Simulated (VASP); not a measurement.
Wanted: the native input for a VASP 6.6.1 run.

```
Task                               : single point
Functional                         : HSE06
Potentials or basis                : VASP PAW PBE potentials, release 64 (Si, C)
Cutoff                             : 520 eV
k mesh                             : 6 × 6 × 6
Occupations                        : gaussian, width 0.02 eV
Spin                               : no spin polarisation
Grid for exact exchange (PRECFOCK) : Fast
Screening parameter                : 0.2 1/A
Further INCAR settings             : ALGO = Normal; EDIFF = 1e-06
```

Crystal: SiC.

```xyz
2
Lattice="0.0000 2.1791 2.1791 2.1791 0.0000 2.1791 2.1791 2.1791 0.0000" Properties=species:S:1:pos:R:3 pbc="T T T"
Si    3.2687    3.2687    3.2687
C     0.0000    0.0000    0.0000
```

The cell is a database's computed one.

One way to write it, as run:

POSCAR

```
SiC
1.0
    0.0000000000      2.1791100000      2.1791100000
    2.1791100000      0.0000000000      2.1791100000
    2.1791100000      2.1791100000      0.0000000000
Si C
1 1
Direct
    0.7500000000      0.7500000000      0.7500000000
    0.0000000000      0.0000000000      0.0000000000
```

INCAR.step1

```
  PREC = Accurate
  ENCUT = 520
  EDIFF = 1E-5
  ISMEAR = 0
  SIGMA = 0.02
  LREAL = False
  LASPH = True
  NELM = 60
  ALGO = Normal
  ISIF = 2
  LWAVE = True
  LCHARG = False
  GGA = PE
```

INCAR.step2

```
  PREC = Accurate
  ENCUT = 520
  EDIFF = 1E-6
  ISMEAR = 0
  SIGMA = 0.02
  LREAL = False
  LASPH = True
  NELM = 60
  ALGO = Normal
  ISIF = 2
  LWAVE = False
  LCHARG = False
  GGA = PE
  LHFCALC = True
  HFSCREEN = 0.2
  PRECFOCK = Fast
  ISTART = 1
```

KPOINTS

```
Automatic mesh
0
Gamma
  6 6 6
```

Potentials or basis: VASP PAW PBE potentials, release 64 (Si, C).

Command:

```bash
$ cat potpaw_PBE.64/Si/POTCAR potpaw_PBE.64/C/POTCAR > POTCAR
$ cp INCAR.step1 INCAR
$ mpirun -np 1 vasp_std > vasp.out
$ cp INCAR.step2 INCAR
$ mpirun -np 1 vasp_std > vasp.out
```

It gave:

* Pressure: -1.8 GPa
* Band gap on the k mesh: 2.25 eV, indirect (least direct gap 5.75 eV)

Caveat: the PAW data sets were made with another functional, which shifts forces and pressure a little.

Run time: 39 s on 1 thread of Intel(R) Xeon(R) 6975P-C (Granite Rapids), on a shared host, peak memory 0.23 GiB.
